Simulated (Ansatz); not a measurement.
## Property card for Si$_{2}$Mo

Theory: DFT PBEsol, scalar-relativistic, plane waves, PAW in Ansatz 0.2.0.

Settings: cutoff 420 eV, Γ-centred mesh 12×12×6 on the computed 9-atom cell, Gaussian smearing of 0.10 eV; no spin polarisation.

The structure is relaxed at this level of theory with its symmetry kept. This form isn't the usual stable structure of the compound.

```yaml
crystal:
  lattice:
    - [4.57444, 0.00000, 0.00000]
    - [-2.28722, 3.96158, 0.00000]
    - [0.00000, 0.00000, 6.56656]
  atoms:
    - { symbol: Si, position: [0.16417, 0.83583, 0.83333] }
    - { symbol: Si, position: [0.32834, 0.16417, 0.16667] }
    - { symbol: Si, position: [0.83583, 0.67166, 0.50000] }
    - { symbol: Si, position: [0.83583, 0.16417, 0.83333] }
    - { symbol: Si, position: [0.67166, 0.83583, 0.16667] }
    - { symbol: Si, position: [0.16417, 0.32834, 0.50000] }
    - { symbol: Mo, position: [0.50000, 0.00000, 0.50000] }
    - { symbol: Mo, position: [0.00000, 0.50000, 0.16667] }
    - { symbol: Mo, position: [0.50000, 0.50000, 0.83333] }
```

```
Space group                                                       : P6_222 (No. 180)
Volume per atom                                                   : 13.22 Å³
Formation energy from the elements' standard states (uncorrected) : -0.576 eV/atom
Kohn–Sham band gap                                                : 0.04 eV
Löwdin character of the top 1 eV of the valence band              : Mo 4d 80 %, Si 3p 12 %, unprojected 5 %
Löwdin character of the lowest 1 eV of the conduction band        : Mo 4d 59 %, Si 3p 25 %, Si 3s 11 %
Bulk modulus                                                      : 221 GPa
Its pressure derivative                                           : 4.4
Bader charges (e)                                                 : Si (6 in the cell) -0.04, Mo (3 in the cell) 0.07
```